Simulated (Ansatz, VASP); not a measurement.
## LiF: VASP beside Ansatz

```
Li F
1.0
     2.55953    0.00000    0.00000
     0.00000    2.55953    0.00000
     0.00000    0.00000    2.55953
Li F
1 1
Direct
  0.92674 0.00000 0.00000
  0.50000 0.50000 0.50000
```

Change from the starting cell: all Li atoms moved +0.188 Å, as atom 1 towards its neighbour atom 1 (Li) at 2.560 Å.

Alike in both runs: task single point; functional LDA; k mesh 10 × 10 × 10; occupations gaussian, width 0.05 eV; no spin polarisation.

```csv
,VASP,Ansatz
version,VASP 6.6.1,Ansatz 0.2.0
potentials or method,"VASP PAW LDA potentials, release 64 (Li_sv, F)","scalar-relativistic, plane waves, PAW"
plane-wave cutoff (eV),520,420
valence electrons in the cell,10,10
```

```tsv
	VASP	Ansatz	Ansatz less VASP
gap on the k mesh at the Fermi level (eV)	7.27	7.27	+0.005
least direct gap on the mesh (eV)	7.93	7.93	+0.004
rms of the force components (eV/Å)	0.059	0.060	+0.0014
```

Atom by atom the forces differ by 0.001 eV/Å (rms over components).

 A k mesh can miss the band edges.
